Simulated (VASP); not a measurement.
# Hf (P-3m1) in VASP: a series of runs

Runs on Hf. Level: PBEsol. Tasks: single point.

Everything below comes from runs of VASP 6.6.1. Logs are shortened: lines on timing, memory, paths and dates and some standing lists are left out, and cuts for length are marked.

### 1 The cell of the first run

Symmetry: P-3m1, No. 164, trigonal system. Conventional cell: a = 4.895 Å, b = 4.895 Å, c = 2.998 Å, α = 90.00°, β = 90.00°, γ = 120.00°. Hf (site symmetry 3m) has 8 Hf at 2.89 to 3.07 Å as nearest neighbours. Hf (site symmetry -3m) has 14 Hf at 3.00 to 3.35 Å as nearest neighbours.

This isn't the form of Hf at room conditions, which is hcp.

### 2 Single point, PBEsol (strained and moved within a subgroup)

Input file INCAR:

```
SYSTEM = Hf
  ALGO = Fast
  EDIFF = 1E-6
  ENCUT = 520
  GGA = PS
  ISIF = 2
  ISMEAR = 0
  LASPH = .TRUE.
  LCHARG = .TRUE.
  LELF = .TRUE.
  LREAL = .FALSE.
  LVHAR = .TRUE.
  LWAVE = .FALSE.
  NBANDS = 22
  NELM = 100
  PREC = Accurate
  SIGMA = 0.1
```

Input file KPOINTS:

```
k-points
0
G
  9 9 12
  0 0 0
```

Input file POSCAR:

```
Hf
1.0
    4.8952388486      0.0000000000      0.0000000000
   -2.4476194243      4.2394012004      0.0000000000
    0.0000000000      0.0000000000      2.9982129062
Hf
3
Direct
    0.6666666700      0.3333333300      0.4007896383
    0.3333333300      0.6666666700      0.5992103617
    0.0000000000      0.0000000000      0.0000000000
```

Potentials or basis: VASP PAW PBE potentials, release 64 (Hf_pv).

The run is started by

```console
$ cat potpaw_PBE.64/Hf_pv/POTCAR > POTCAR
$ mpirun -np 1 vasp_std > vasp.out
```

OUTCAR:

```text
SYSTEM = Hf
   EDIFF = 1E-6
   ENCUT = 520
   GGA = PS
   ISIF = 2
   ISMEAR = 0
   LASPH = .TRUE.
   LREAL = .FALSE.
   NELM = 100
   PREC = Accurate

 ion  position               nearest neighbor table
   1  0.667  0.333  0.401-   2 2.89   2 2.89   2 2.89   3 3.07   3 3.07   3 3.07   3 3.35   3 3.35
                             3 3.35   2 3.71   2 3.71   2 3.71
   2  0.333  0.667  0.599-   1 2.89   1 2.89   1 2.89   3 3.07   3 3.07   3 3.07   3 3.35   3 3.35
                             3 3.35   1 3.71   1 3.71   1 3.71
   3  0.000  0.000  0.000-   1 3.07   2 3.07   2 3.07   1 3.07   1 3.07   2 3.07   2 3.35   1 3.35
                             1 3.35   2 3.35   2 3.35   1 3.35

  LATTYP: Found a hexagonal cell.
 ALAT       =     4.8952388486
 C/A-ratio  =     0.6124753049

  Lattice vectors:

 A1 = (   4.8952388486,   0.0000000000,   0.0000000000)
 A2 = (  -2.4476194243,   4.2394012004,   0.0000000000)
 A3 = (   0.0000000000,   0.0000000000,   2.9982129062)

Analysis of symmetry for initial positions (statically):
=====================================================================
 Subroutine PRICEL returns:
 Original cell was already a primitive cell.

 Routine SETGRP: Setting up the symmetry group for a
 hexagonal supercell.

 Subroutine GETGRP returns: Found 12 space group operations
 (whereof 12 operations were pure point group operations)
 out of a pool of 24 trial point group operations.

The static configuration has the point symmetry D_3d.

Analysis of symmetry for dynamics (positions and initial velocities):
=====================================================================
 Subroutine PRICEL returns:
 Original cell was already a primitive cell.

 Routine SETGRP: Setting up the symmetry group for a
 hexagonal supercell.

 Subroutine GETGRP returns: Found 12 space group operations
 (whereof 12 operations were pure point group operations)
 out of a pool of 24 trial point group operations.

The dynamic configuration has the point symmetry D_3d.

 Subroutine INISYM returns: Found 12 space group operations
 (whereof 12 operations are pure point group operations),
 and found     1 'primitive' translations

----------------------------------------------------------------------------------------

                                     Primitive cell

  volume of cell :      62.2216

  direct lattice vectors                    reciprocal lattice vectors
     4.895238849  0.000000000  0.000000000     0.204280124  0.117941185  0.000000000
[... 88 lines left out ...]
   EDIFF  = 0.1E-05   stopping-criterion for ELM
   LREAL  =      F    real-space projection
   EDIFFG = 0.1E-04   stopping-criterion for IOM
   NSW    =      0    number of steps for IOM
   IBRION =     -1    ionic relax: 0-MD 1-quasi-New 2-CG
   NFREE  =      0    steps in history (QN), initial steepest desc. (CG)
   ISIF   =      2    stress and relaxation
   ISYM   =      2    0-nonsym 1-usesym 2-fastsym
   POTIM  = 0.5000    time-step for ionic-motion
   TEBEG  =    0.0;   TEEND  =   0.0 temperature during run
   PSTRESS=    0.0 pullay stress
   NELECT =      30.0000    total number of electrons
   NUPDOWN=      -1.0000    fix difference up-down
   EMIN   =  10.00;   EMAX   =-10.00  energy-range for DOS
   EFERMI =   0.00;   METHOD = LEGACY
   ISMEAR =     0;   SIGMA  =   0.10  broadening in eV -4-tet -1-fermi 0-gaus
   EFERMI_NEDOS =   21; number of points for ismear=-14 and -15
   IALGO  =     68    algorithm
   IMIX   =      4    mixing-type and parameters
     AMIX     =   0.40;   BMIX     =  1.00
     AMIX_MAG =   1.60;   BMIX_MAG =  1.00
  volume/ion in A,a.u.               =      20.74       139.96
  Fermi-wavevector in a.u.,A,eV,Ry     =   1.283714  2.425868 22.421336  1.647922
  Thomas-Fermi vector in A             =   2.415951
   LORBIT       =      0    0 simple, 1 ext, 2 COOP (PROOUT), +10 PAW based schemes
   GGA     = PS    functional components
   LHFCALC =     F    Hartree Fock is set to
   AEXX    =    0.0000 exact exchange contribution
   IVDW    =     0    specifies the selected vdW correction
   LEPSILON=     F    determine dielectric tensor
   LRPA    =     F    only Hartree local field effects (RPA)
 non-spin polarized calculation
 RMM-DIIS sequential band-by-band and
 Gauss-broadening in eV      SIGMA  =   0.10
  energy-cutoff  :      520.00
  volume of cell :       62.22
 maximum number of plane-waves:      1704
   NGX = 19   NGY = 19   NGZ = 11

 number of electron      29.9999996 magnetization

 Free energy of the ion-electron system (eV)
  ---------------------------------------------------
  ext. energy  EPLUGINS =         0.00000000
  ---------------------------------------------------
  free energy    TOTEN  =       -31.09463065 eV

  energy without entropy =      -31.06911483  energy(sigma->0) =      -31.08187274

 E-fermi :   4.9580     XC(G=0): -11.7407

 val. band max:        4.9573701855   @ k =   0.0000   0.4444   0.1667
 cond. band min:       4.9590158291   @ k =   0.4444   0.1111   0.4167
 fundamental gap:      0.0016456436
 Fermi energy:         4.9579725364

 k-point     1 :       0.0000    0.0000    0.0000
  band No.  band energies     occupation
      1     -25.3538      2.00000
      2     -25.3538      2.00000
      3     -25.3201      2.00000
      4     -25.3201      2.00000
      5     -24.7951      2.00000
      6     -24.6060      2.00000
[... 589 lines left out ...]
     21       8.1029      0.00000
     22       9.8741      0.00000

 [... further k-points ...]

------------------------ aborting loop because EDIFF is reached ----------------------------------------

  FORCE on cell =-STRESS in cart. coord.  units (eV):
  Direction    XX          YY          ZZ          XY          YZ          ZX
  --------------------------------------------------------------------------------------
  -------------------------------------------------------------------------------------
  Total        0.7018883      0.7018883      2.2641558     -0.0000000      0.0000000      0.0000000
  in kB       18.0733106     18.0733106     58.3010025     -0.0000000      0.0000000      0.0000000
  external PRESSURE =      31.4825412 kB  Pullay stress =       0.0000000 kB

 VOLUME and BASIS-vectors are now :
 -----------------------------------------------------------------------------
  energy-cutoff  :      520.00
  volume of cell :       62.22
      direct lattice vectors                 reciprocal lattice vectors
     4.895238849  0.000000000  0.000000000     0.204280124  0.117941185  0.000000000
    -2.447619424  4.239401200  0.000000000     0.000000000  0.235882369  0.000000000
     0.000000000  0.000000000  2.998212906     0.000000000  0.000000000  0.333532018

 POSITION                                       TOTAL-FORCE (eV/Angst)
 -----------------------------------------------------------------------------------
      2.44762      1.41313      1.20165         0.000000     -0.000000      0.705897
     -0.00000      2.82627      1.79656        -0.000000      0.000000     -0.705897
      0.00000      0.00000      0.00000        -0.000000      0.000000      0.000000
 -----------------------------------------------------------------------------------
    total drift:                               -0.000000      0.000000     -0.000000

  FREE ENERGIE OF THE ION-ELECTRON SYSTEM (eV)
  ---------------------------------------------------
  free  energy   TOTEN  =       -31.0946306462 eV

  energy  without entropy=      -31.0691148310  energy(sigma->0) =      -31.08187274
```

OSZICAR:

```text
N       E                     dE             d eps       ncg     rms          rms(c)
DAV:   1     0.973852907850E+02    0.97385E+02   -0.16622E+04  5244   0.131E+03
DAV:   2    -0.268371130614E+02   -0.12422E+03   -0.11830E+03  6136   0.304E+02
DAV:   3    -0.320456808427E+02   -0.52086E+01   -0.48682E+01  7086   0.389E+01
DAV:   4    -0.321271915072E+02   -0.81511E-01   -0.81223E-01  6236   0.498E+00
DAV:   5    -0.321288406727E+02   -0.16492E-02   -0.16487E-02  6848   0.584E-01    0.822E+01
RMM:   6    -0.313574613475E+02    0.77138E+00   -0.62312E-01  5237   0.442E+00    0.486E+01
RMM:   7    -0.311053526496E+02    0.25211E+00   -0.13726E+00  5986   0.649E+00    0.240E+00
RMM:   8    -0.310963625932E+02    0.89901E-02   -0.10668E-01  5953   0.227E+00    0.940E-01
RMM:   9    -0.310943010561E+02    0.20615E-02   -0.20668E-02  6902   0.814E-01    0.355E-01
RMM:  10    -0.310946809997E+02   -0.37994E-03   -0.41661E-03  7781   0.293E-01    0.380E-01
RMM:  11    -0.310946704607E+02    0.10539E-04   -0.81178E-04  5937   0.156E-01    0.579E-01
RMM:  12    -0.310946276619E+02    0.42799E-04   -0.15344E-04  6736   0.620E-02    0.625E-02
RMM:  13    -0.310946305566E+02   -0.28948E-05   -0.36410E-05  7297   0.245E-02    0.701E-02
RMM:  14    -0.310946306462E+02   -0.89613E-07   -0.64771E-06  5306   0.128E-02
   1 F= -.31094631E+02 E0= -.31081873E+02  d E =-.255158E-01
```

Run time: 2.1 min. Hardware: 1 thread of Intel Xeon Platinum 8259CL at 2.50GHz (Skylake/Cascade Lake), shared host; peak memory 0.26 GiB.

Results:

```
Free energy            : -31.0946 eV
Pressure               : 3.1 GPa
Largest force          : 0.706 eV/Å
Band gap on the k mesh : none (metal or under the smearing width)
```

Forces on the atoms (eV/Å):
```
Hf   0.000  0.000  0.706
Hf   0.000  0.000 -0.706
Hf   0.000  0.000  0.000
```

Caveat: the PAW data sets were made with another functional, which shifts forces and pressure a little. Spin-orbit coupling is left out, which matters for the levels of Hf.

### 3 Single point, PBEsol (Hf replaced by Au, lengths x 0.866, strained and moved within the space group)

Input file INCAR:

```
PREC = Accurate
ENCUT = 520
EDIFF = 1E-6
ISMEAR = 0
SIGMA = 0.1
LREAL = False
LASPH = True
NELM = 100
ALGO = Normal
ISIF = 2
LWAVE = False
LCHARG = False
GGA = PS
NBANDS = 24
```

Input file KPOINTS:

```
Automatic mesh
0
Gamma
  6 6 6
```

Input file POSCAR:

```
Au
1.0
    4.3493060371      0.0000000000      0.0000000000
   -2.1746530185      3.7666095169      0.0000000000
    0.0000000000      0.0000000000      2.7049732263
Au
3
Direct
    0.6666666700      0.3333333300      0.5000000000
    0.3333333300      0.6666666700      0.5000000000
    0.0000000000      0.0000000000      0.0000000000
```

Potentials or basis: VASP PAW PBE potentials, release 64 (Au).

The run is started by

```console
$ cat potpaw_PBE.64/Au/POTCAR > POTCAR
$ mpirun -np 1 vasp_std > vasp.out
```

Wall time 20 s (1 thread of Intel Xeon Platinum 8259CL at 2.50GHz (Skylake/Cascade Lake), shared host); peak memory 0.16 GiB.

The run converged. Its results:

| Quantity | Value |
| --- | --- |
| Free energy | -10.5114 eV |
| Pressure | 43.1 GPa |
| Band gap on the k mesh | none (metal or under the smearing width) |

Stress tensor (GPa, compression positive):
```
50.27  0.00  0.00
 0.00 50.27  0.00
 0.00  0.00 28.62
```

Levels at points of the mesh, in eV from the Fermi level:
```
           k point  band 13  band 14  band 15  band 16  band 17  band 18  band 19  band 20
(0.00, 0.00, 0.00)    -4.33    -4.33    -1.97    -1.97     3.77     4.86     6.04     6.04
(0.50, 0.00, 0.00)    -2.69    -2.66    -2.62    -2.24    -1.82    -1.37     4.47    12.79
(0.00, 0.00, 0.50)    -2.26    -2.26    -1.32    -0.17     0.14     6.60     7.15     7.60
(0.50, 0.00, 0.50)    -2.56    -2.21    -1.60     0.26     0.39     3.34     3.50     6.06
```

Caveat: the k mesh is coarse (spacing up to 0.39 Å⁻¹), so the values aren't converged; so large a pressure means that the cell lies far from this level's equilibrium, or that cutoff or potentials fall short; the potentials were made for another functional, which shifts forces and pressure. Spin-orbit coupling is left out, which matters for the levels of Au.

### 4 Single point, PBEsol (Hf replaced by Au, lengths x 0.866, strained and moved within the space group)

Input file INCAR:

```
PREC     = Accurate       # precision mode
ENCUT    = 520            # plane-wave cutoff, eV
EDIFF    = 1E-6           # SCF threshold, eV
ISMEAR   = 0              # smearing method
SIGMA    = 0.1            # smearing width, eV
LREAL    = False          # projectors in reciprocal space
LASPH    = True           # aspherical terms in the spheres
NELM     = 100            # most SCF steps
ALGO     = Fast           # electronic algorithm
ISIF     = 2              # what is computed and relaxed
LWAVE    = False          # write WAVECAR
LCHARG   = False          # write CHGCAR
GGA      = PS             # functional
NBANDS   = 24             # bands
```

Input file KPOINTS:

```
Automatic mesh
0
Gamma
  12 12 16
```

POSCAR is that of step 3.

The run is started by

```console
$ cat potpaw_PBE.64/Au/POTCAR > POTCAR
$ mpirun -np 1 vasp_std > vasp.out
```

It took 1.8 min on 1 thread of Intel Xeon Platinum 8259CL at 2.50GHz (Skylake/Cascade Lake), shared host; peak memory 0.25 GiB.

The run converged. Its results:

```
Free energy            : -10.6227 eV
Pressure               : 42.9 GPa
Band gap on the k mesh : none (metal or under the smearing width)
```

Stress tensor (GPa, compression positive):
```
48.70  0.00  0.00
 0.00 48.70  0.00
 0.00  0.00 31.32
```

Levels at points of the mesh, in eV from the Fermi level:
```tsv
k point	band 12	band 13	band 14	band 15	band 16	band 17	band 18	band 19	band 20	band 21
(0.00, 0.00, 0.00)	-4.35	-4.25	-4.25	-1.86	-1.86	3.84	4.98	6.13	6.13	6.15
(0.50, 0.00, 0.00)	-3.04	-2.59	-2.55	-2.52	-2.13	-1.73	-1.28	4.56	12.90	13.01
(0.00, 0.00, 0.50)	-2.69	-2.18	-2.18	-1.16	-0.12	0.29	6.75	7.23	7.69	7.69
(0.50, 0.00, 0.50)	-2.91	-2.46	-2.16	-1.46	0.38	0.53	3.46	3.58	6.17	7.54
```

Caveat: so large a pressure means that the cell lies far from this level's equilibrium, or that cutoff or potentials fall short; the potentials were made for another functional, which shifts forces and pressure.

### 5 The runs side by side

| potentials or basis | cell | k mesh | mesh quality | gap on the mesh (eV) | pressure (GPa) |
| --- | --- | --- | --- | --- | --- |
| VASP PAW PBE potentials, release 64 (Hf_pv) | strained and moved within a subgroup | 9 × 9 × 12 | not flagged | none | 3.1 |
| VASP PAW PBE potentials, release 64 (Au) | Hf replaced by Au, lengths x 0.866, strained and moved within the space group | 6 × 6 × 6 | coarse | none | 43.1 |
| VASP PAW PBE potentials, release 64 (Au) | Hf replaced by Au, lengths x 0.866, strained and moved within the space group | 12 × 12 × 16 | not flagged | none | 42.9 |

Alike in all rows: task single point; level PBEsol; no spin polarisation; cutoff (eV) 520; smearing gaussian 0.1 eV.

Caveats: some runs use coarse meshes; so large a pressure means that the cell lies far from this level's equilibrium, or that cutoff or potentials fall short (some runs); the potentials were made for another functional, which shifts forces and pressure (some runs); the PAW data sets were made with another functional, which shifts forces and pressure a little (some runs).

Total energies depend on the potentials used, so only differences within one code and one set of settings carry meaning.
